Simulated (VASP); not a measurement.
# N (P4_2/mnm) in VASP: notebook

One crystal, N, is run at these levels: PBEsol; tasks: single point.

Program: VASP 6.6.1. These are calculated values, not measurements. Logs are shortened: lines on timing, memory, paths and dates and some standing lists are left out, and cuts for length are marked.

## 1. The structure

The structure is tetragonal, space group P4_2/mnm (No. 136). The conventional cell has a = 4.084 Å, b = 4.084 Å, c = 5.346 Å, α = 90.00°, β = 90.00°, γ = 90.00°. Around N (site symmetry m2m) lie 1 N at 1.11 Å.

## 2. Single point, PBEsol

Input file INCAR:

```
PREC = Accurate
ENCUT = 460
EDIFF = 1E-6
ISMEAR = 0
SIGMA = 0.05
LREAL = F
LASPH = T
NELM = 100
ALGO = Normal
ISIF = 2
LWAVE = F
LCHARG = F
GGA = PS
ADDGRID = F
```

Input file KPOINTS:

```
regular mesh
0
Gamma
  3 3 2
```

Input file POSCAR:

```
N
1.0
    4.0840619700      0.0000000000      0.0000000000
    0.0000000000      4.0840619700      0.0000000000
    0.0000000000      0.0000000000      5.3459132500
N
4
Direct
    0.4042752000      0.5957248000      0.5000000000
    0.0957248000      0.0957248000      0.0000000000
    0.5957248000      0.4042752000      0.5000000000
    0.9042752000      0.9042752000      0.0000000000
```

Potentials or basis: VASP PAW PBE potentials, release 64 (N).

Run with:

```
cat potpaw_PBE.64/N/POTCAR > POTCAR
mpirun -np 1 vasp_std > vasp.out
```

OUTCAR:

```text
PREC = Accurate
   ENCUT = 460
   EDIFF = 1E-6
   ISMEAR = 0
   LREAL = F
   LASPH = T
   NELM = 100
   ISIF = 2
   GGA = PS

 Found      6 irreducible k-points:

 Following reciprocal coordinates:
            Coordinates               Weight
  0.000000  0.000000  0.000000      1.000000
  0.333333  0.000000  0.000000      4.000000
  0.333333  0.333333  0.000000      4.000000
  0.000000  0.000000  0.500000      1.000000
  0.333333  0.000000  0.500000      4.000000
  0.333333  0.333333  0.500000      4.000000
   k-points           NKPTS =      6   k-points in BZ     NKDIM =      6   number of bands    NBANDS=     14
   number of dos      NEDOS =    301   number of ions     NIONS =      4
   total plane-waves  NPLWV =  36000
   dimension x,y,z NGX =    30 NGY =   30 NGZ =   40
   dimension x,y,z NGXF=    60 NGYF=   60 NGZF=   80
   ions per type =               4
   NGX,Y,Z   is equivalent  to a cutoff of  12.21, 12.21, 12.44 a.u.
   NGXF,Y,Z  is equivalent  to a cutoff of  24.42, 24.42, 24.88 a.u.
 SYSTEM =  unknown system
   PREC   = accura    normal or accurate (medium, high low for compatibility)
   ISTART =      0    job   : 0-new  1-cont  2-samecut
   ICHARG =      2    charge: 1-file 2-atom 10-const
   ISPIN  =      1    spin polarized calculation?
   LNONCOLLINEAR =      F non collinear calculations
   LSORBIT =      F    spin-orbit coupling
   LASPH  =      T    aspherical Exc in radial PAW
   ENCUT  =  460.0 eV  33.81 Ry    5.81 a.u.   7.14  7.14  9.35*2*pi/ulx,y,z
   NELM   =    100;   NELMIN=  2; NELMDL= -5     # of ELM steps
   EDIFF  = 0.1E-05   stopping-criterion for ELM
   LREAL  =      F    real-space projection
   EDIFFG = 0.1E-04   stopping-criterion for IOM
   NSW    =      0    number of steps for IOM
   IBRION =     -1    ionic relax: 0-MD 1-quasi-New 2-CG
   NFREE  =      0    steps in history (QN), initial steepest desc. (CG)
   ISIF   =      2    stress and relaxation
   ISYM   =      2    0-nonsym 1-usesym 2-fastsym
   POTIM  = 0.5000    time-step for ionic-motion
   TEBEG  =    0.0;   TEEND  =   0.0 temperature during run
   PSTRESS=    0.0 pullay stress
   NELECT =      20.0000    total number of electrons
   NUPDOWN=      -1.0000    fix difference up-down
   EMIN   =  10.00;   EMAX   =-10.00  energy-range for DOS
   EFERMI =   0.00;   METHOD = LEGACY
   ISMEAR =     0;   SIGMA  =   0.05  broadening in eV -4-tet -1-fermi 0-gaus
   EFERMI_NEDOS =   21; number of points for ismear=-14 and -15
   IALGO  =     38    algorithm
   IMIX   =      4    mixing-type and parameters
     AMIX     =   0.40;   BMIX     =  1.00
     AMIX_MAG =   1.60;   BMIX_MAG =  1.00
  volume/ion in A,a.u.               =      22.29       150.43
  Fermi-wavevector in a.u.,A,eV,Ry     =   0.994678  1.879669 13.461399  0.989385
  Thomas-Fermi vector in A             =   2.126646
   LORBIT       =      0    0 simple, 1 ext, 2 COOP (PROOUT), +10 PAW based schemes
   GGA     = PS    functional components
   LHFCALC =     F    Hartree Fock is set to
   AEXX    =    0.0000 exact exchange contribution
   IVDW    =     0    specifies the selected vdW correction
   LEPSILON=     F    determine dielectric tensor
   LRPA    =     F    only Hartree local field effects (RPA)
 non-spin polarized calculation
 Gauss-broadening in eV      SIGMA  =   0.05
  energy-cutoff  :      460.00
  volume of cell :       89.17
 maximum number of plane-waves:      2012
 NGX is ok and might be reduce to    30
   NGX = 15   NGY = 15   NGZ = 19

 number of electron      20.0000000 magnetization

 Free energy of the ion-electron system (eV)
  ---------------------------------------------------
  ext. energy  EPLUGINS =         0.00000000
  ---------------------------------------------------
  free energy    TOTEN  =       -34.12395753 eV

  energy without entropy =      -34.12395753  energy(sigma->0) =      -34.12395753

 E-fermi :  -6.1681     XC(G=0):  -6.4904

 val. band max:       -6.4201987700   @ k =   0.3333   0.3333   0.0000
 cond. band min:       0.4604112289   @ k =   0.0000   0.0000   0.0000
 fundamental gap:      6.8806099989
 Fermi energy:        -6.1680965375

 k-point     1 :       0.0000    0.0000    0.0000
  band No.  band energies     occupation
      1     -24.7696      2.00000
      2     -24.7057      2.00000
      3      -9.7142      2.00000
      4      -9.7142      2.00000
      5      -8.4588      2.00000
      6      -7.8874      2.00000
      7      -7.8874      2.00000
      8      -7.7945      2.00000
      9      -7.3819      2.00000
     10      -6.5700      2.00000
     11       0.4604      0.00000
     12       1.3376      0.00000
     13       1.7067      0.00000
     14       1.7067      0.00000

 k-point     2 :       0.3333    0.0000    0.0000
  band No.  band energies     occupation
      1     -24.7444      2.00000
      2     -24.7124      2.00000
      3      -9.9029      2.00000
      4      -9.8977      2.00000
      5      -8.2692      2.00000
      6      -8.1120      2.00000
      7      -8.0169      2.00000
      8      -7.9335      2.00000
      9      -6.8287      2.00000
     10      -6.5189      2.00000
     11       1.1059      0.00000
     12       1.5482      0.00000
     13       1.5609      0.00000
     14       1.5843      0.00000

 k-point     3 :       0.3333    0.3333    0.0000
  band No.  band energies     occupation
      1     -24.7278      2.00000
      2     -24.7118      2.00000
      3     -10.0438      2.00000
      4     -10.0262      2.00000
      5      -8.2239      2.00000
      6      -8.1574      2.00000
      7      -8.1523      2.00000
      8      -7.9823      2.00000
      9      -6.5565      2.00000
     10      -6.4202      2.00000
     11       1.3734      0.00000
     12       1.3890      0.00000
     13       1.7249      0.00000
     14       2.0032      0.00000

 k-point     4 :       0.0000    0.0000    0.5000
  band No.  band energies     occupation
      1     -24.7372      2.00000
      2     -24.7372      2.00000
      3      -9.7038      2.00000
      4      -9.7038      2.00000
      5      -8.2834      2.00000
      6      -8.2834      2.00000
      7      -7.9017      2.00000
      8      -7.9017      2.00000
      9      -6.8145      2.00000
     10      -6.8145      2.00000
     11       0.8753      0.00000
     12       0.8753      0.00000
     13       1.6971      0.00000
     14       1.6971      0.00000

 k-point     5 :       0.3333    0.0000    0.5000
  band No.  band energies     occupation
      1     -24.7283      2.00000
      2     -24.7283      2.00000
      3      -9.9177      2.00000
      4      -9.9177      2.00000
      5      -8.2376      2.00000
      6      -8.2376      2.00000
      7      -7.9000      2.00000
      8      -7.9000      2.00000
      9      -6.6901      2.00000
     10      -6.6901      2.00000
     11       1.1315      0.00000
     12       1.1315      0.00000
     13       1.7001      0.00000
     14       1.7001      0.00000

 k-point     6 :       0.3333    0.3333    0.5000
  band No.  band energies     occupation
      1     -24.7193      2.00000
      2     -24.7191      2.00000
      3     -10.0442      2.00000
      4     -10.0015      2.00000
      5      -8.3785      2.00000
      6      -8.1960      2.00000
      7      -8.0561      2.00000
      8      -7.9504      2.00000
      9      -6.4933      2.00000
     10      -6.4691      2.00000
     11       1.2744      0.00000
     12       1.3274      0.00000
     13       1.8733      0.00000
     14       1.9951      0.00000

------------------------ aborting loop because EDIFF is reached ----------------------------------------

  FORCE on cell =-STRESS in cart. coord.  units (eV):
  Direction    XX          YY          ZZ          XY          YZ          ZX
  --------------------------------------------------------------------------------------
  -------------------------------------------------------------------------------------
  Total        0.8059369      0.8059369     -0.3272415     -0.0000000      0.0000000      0.0000000
  in kB       14.4812179     14.4812179     -5.8799332     -0.0000000      0.0000000      0.0000000
  external PRESSURE =       7.6941675 kB  Pullay stress =       0.0000000 kB

 VOLUME and BASIS-vectors are now :
 -----------------------------------------------------------------------------
  energy-cutoff  :      460.00
  volume of cell :       89.17
      direct lattice vectors                 reciprocal lattice vectors
     4.084061970  0.000000000  0.000000000     0.244854267  0.000000000  0.000000000
     0.000000000  4.084061970  0.000000000     0.000000000  0.244854267  0.000000000
     0.000000000  0.000000000  5.345913250     0.000000000  0.000000000  0.187058778

 POSITION                                       TOTAL-FORCE (eV/Angst)
 -----------------------------------------------------------------------------------
      1.65108      2.43298      2.67296        -0.741276      0.741276      0.000000
      0.39095      0.39095      0.00000         0.741276      0.741276      0.000000
      2.43298      1.65108      2.67296         0.741276     -0.741276      0.000000
      3.69312      3.69312      0.00000        -0.741276     -0.741276      0.000000
 -----------------------------------------------------------------------------------
    total drift:                               -0.000000     -0.000000      0.000000

  FREE ENERGIE OF THE ION-ELECTRON SYSTEM (eV)
  ---------------------------------------------------
  free  energy   TOTEN  =       -34.1239575311 eV

  energy  without entropy=      -34.1239575311  energy(sigma->0) =      -34.12395753
```

Run time: 6.6 s. Hardware: 1 thread of Intel Xeon Platinum 8259CL at 2.50GHz (Skylake/Cascade Lake), shared host; peak memory 0.17 GiB.

These settings aren't checked as converged: the numbers below hold their error.

What came out:

| Item | Value |
| --- | --- |
| Free energy | -34.1240 eV |
| Pressure | 0.8 GPa |
| Largest force | 1.048 eV/Å |
| Band gap on the k mesh | 6.88 eV, indirect (least direct gap 7.03 eV) |

Caveat: the k mesh is coarse (spacing up to 0.59 Å⁻¹), so the values aren't converged; the cutoff is under 1.25 times the usual one of these potentials, so pressure, stress and relaxed cells hold a basis-set (Pulay) error; the standard files for N, O and F lose accuracy on very short bonds; the PAW data sets were made with another functional, which shifts forces and pressure a little; an odd mesh through Γ misses points on the zone boundary, where band edges often lie.

## 3. Single point, PBEsol

Changes to INCAR since step 2:

```diff
@@ -4,3 +4,3 @@
 ISMEAR = 0
-SIGMA = 0.05
+SIGMA = 0.5
 LREAL = F
```

KPOINTS is that of step 2.

POSCAR is that of step 2.

Potentials or basis: VASP PAW PBE potentials, release 64 (N).

Run with:

```
cat potpaw_PBE.64/N/POTCAR > POTCAR
mpirun -np 1 vasp_std > vasp.out
```

Wall time 6.6 s (1 thread of Intel Xeon Platinum 8259CL at 2.50GHz (Skylake/Cascade Lake), shared host); peak memory 0.16 GiB.

The run converged, but some of its settings lie outside the range that counts as converged, so its numbers aren't taken as properties of the crystal.

What came out:

- Free energy: -34.1240 eV
- Pressure: 0.8 GPa
- Largest force: 1.048 eV/Å
- Band gap on the k mesh: 6.88 eV, indirect (least direct gap 7.03 eV)

Caveat: the k mesh is coarse (spacing up to 0.59 Å⁻¹), so the values aren't converged; the cutoff is under 1.25 times the usual one of these potentials, so pressure, stress and relaxed cells hold a basis-set (Pulay) error; the standard files for N, O and F lose accuracy on very short bonds; the PAW data sets were made with another functional, which shifts forces and pressure a little; an odd mesh through Γ misses points on the zone boundary, where band edges often lie.

## 4. Single point, PBEsol

Changes to INCAR since step 3:

```diff
@@ -4,3 +4,3 @@
 ISMEAR = 0
-SIGMA = 0.5
+SIGMA = 0.2
 LREAL = F
```

KPOINTS is that of step 3.

POSCAR is that of step 3.

Potentials or basis: VASP PAW PBE potentials, release 64 (N).

Run with:

```
cat potpaw_PBE.64/N/POTCAR > POTCAR
mpirun -np 1 vasp_std > vasp.out
```

OUTCAR:

```text
PREC = Accurate
   ENCUT = 460
   EDIFF = 1E-6
   ISMEAR = 0
   LREAL = F
   LASPH = T
   NELM = 100
   ISIF = 2
   GGA = PS

 Found      6 irreducible k-points:

 Following reciprocal coordinates:
            Coordinates               Weight
  0.000000  0.000000  0.000000      1.000000
  0.333333  0.000000  0.000000      4.000000
  0.333333  0.333333  0.000000      4.000000
  0.000000  0.000000  0.500000      1.000000
  0.333333  0.000000  0.500000      4.000000
  0.333333  0.333333  0.500000      4.000000
   k-points           NKPTS =      6   k-points in BZ     NKDIM =      6   number of bands    NBANDS=     14
   number of dos      NEDOS =    301   number of ions     NIONS =      4
   total plane-waves  NPLWV =  36000
   dimension x,y,z NGX =    30 NGY =   30 NGZ =   40
   dimension x,y,z NGXF=    60 NGYF=   60 NGZF=   80
   ions per type =               4
   NGX,Y,Z   is equivalent  to a cutoff of  12.21, 12.21, 12.44 a.u.
   NGXF,Y,Z  is equivalent  to a cutoff of  24.42, 24.42, 24.88 a.u.
 SYSTEM =  unknown system
   PREC   = accura    normal or accurate (medium, high low for compatibility)
   ISTART =      0    job   : 0-new  1-cont  2-samecut
   ICHARG =      2    charge: 1-file 2-atom 10-const
   ISPIN  =      1    spin polarized calculation?
[... 75 lines left out ...]
     12       1.3376      0.00000
     13       1.7067      0.00000
     14       1.7067      0.00000
[... 71 lines left out ...]
      1     -24.7193      2.00000
      2     -24.7191      2.00000
      3     -10.0442      2.00000
      4     -10.0015      2.00000
      5      -8.3785      2.00000
      6      -8.1960      2.00000
      7      -8.0561      2.00000
      8      -7.9504      2.00000
      9      -6.4933      2.00000
     10      -6.4691      2.00000
     11       1.2744      0.00000
     12       1.3274      0.00000
     13       1.8733      0.00000
     14       1.9951      0.00000

------------------------ aborting loop because EDIFF is reached ----------------------------------------

  FORCE on cell =-STRESS in cart. coord.  units (eV):
  Direction    XX          YY          ZZ          XY          YZ          ZX
  --------------------------------------------------------------------------------------
  -------------------------------------------------------------------------------------
  Total        0.8059369      0.8059369     -0.3272415      0.0000000      0.0000000      0.0000000
  in kB       14.4812179     14.4812179     -5.8799331      0.0000000      0.0000000      0.0000000
  external PRESSURE =       7.6941676 kB  Pullay stress =       0.0000000 kB

 VOLUME and BASIS-vectors are now :
 -----------------------------------------------------------------------------
  energy-cutoff  :      460.00
  volume of cell :       89.17
      direct lattice vectors                 reciprocal lattice vectors
     4.084061970  0.000000000  0.000000000     0.244854267  0.000000000  0.000000000
     0.000000000  4.084061970  0.000000000     0.000000000  0.244854267  0.000000000
     0.000000000  0.000000000  5.345913250     0.000000000  0.000000000  0.187058778

 POSITION                                       TOTAL-FORCE (eV/Angst)
 -----------------------------------------------------------------------------------
      1.65108      2.43298      2.67296        -0.741276      0.741276      0.000000
      0.39095      0.39095      0.00000         0.741276      0.741276      0.000000
      2.43298      1.65108      2.67296         0.741276     -0.741276      0.000000
      3.69312      3.69312      0.00000        -0.741276     -0.741276      0.000000
 -----------------------------------------------------------------------------------
    total drift:                                0.000000     -0.000000      0.000000

  FREE ENERGIE OF THE ION-ELECTRON SYSTEM (eV)
  ---------------------------------------------------
  free  energy   TOTEN  =       -34.1239575311 eV

  energy  without entropy=      -34.1239575311  energy(sigma->0) =      -34.12395753
```

Run time: 6.8 s. Hardware: 1 thread of Intel Xeon Platinum 8259CL at 2.50GHz (Skylake/Cascade Lake), shared host; peak memory 0.16 GiB.

These settings aren't checked as converged: the numbers below hold their error.

What came out:

| Quantity | Value |
| --- | --- |
| Free energy | -34.1240 eV |
| Pressure | 0.8 GPa |
| Largest force | 1.048 eV/Å |
| Band gap on the k mesh | 6.88 eV, indirect (least direct gap 7.03 eV) |

Caveat: the k mesh is coarse (spacing up to 0.59 Å⁻¹), so the values aren't converged; the cutoff is under 1.25 times the usual one of these potentials, so pressure, stress and relaxed cells hold a basis-set (Pulay) error; the standard files for N, O and F lose accuracy on very short bonds; the PAW data sets were made with another functional, which shifts forces and pressure a little; an odd mesh through Γ misses points on the zone boundary, where band edges often lie.

(Part 1 of 2 ends here.)
